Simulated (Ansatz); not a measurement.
The system is In.

```xyz
2
Lattice="3.3355 0.0000 0.0000 -1.6677 2.8886 0.0000 0.0000 0.0000 5.5091" Properties=species:S:1:pos:R:3 pbc="T T T"
In    1.6677    0.9629    4.1319
In    0.0000    1.9257    1.3773
```

This isn't the form of In at room conditions, which is tetragonal.

* Program: Ansatz 0.2.0
* Task: relaxation of cell and atoms
* Functional: PBEsol
* Potentials or basis: Ansatz PAW
* Cutoff: 420 eV (not typed: the program's choice for these potentials)
* k mesh: 9 × 9 × 5
* Occupations: fermi-dirac, width 0.05 eV
* Spin: no spin polarisation

At the start: volume 26.54 Å³/atom.

Q: Where does the relaxation end?

A: It ends after 6 steps and the volume is 25.60 Å³/atom (-3.6 %); space group P6_3/mmc (No. 194, to 0.05 Å).

Step by step:
```
step  energy change (eV)  largest force (eV/Å)  volume (Å³)
   1              0.0000                0.0000        53.08
   2             -0.0089                0.0000        51.36
   3             -0.0097                0.0000        51.13
   4             -0.0097                0.0000        51.17
   5             -0.0097                0.0000        51.19
   6             -0.0092                0.0000        51.19
```

Final structure:
```
CELL_PARAMETERS angstrom
3.30932 0.00000 0.00000
-1.65466 2.86595 0.00000
0.00000 0.00000 5.39754
ATOMIC_POSITIONS crystal
In 0.66667 0.33333 0.75000
In 0.33333 0.66667 0.25000
```

Caveat: the plane-wave basis is chosen anew once the cell has moved, so the energies of steps on either side of that aren't comparable; the PAW data sets come from PBE, with cores solved anew for the run's functional, which leaves a small shift of forces and pressure.
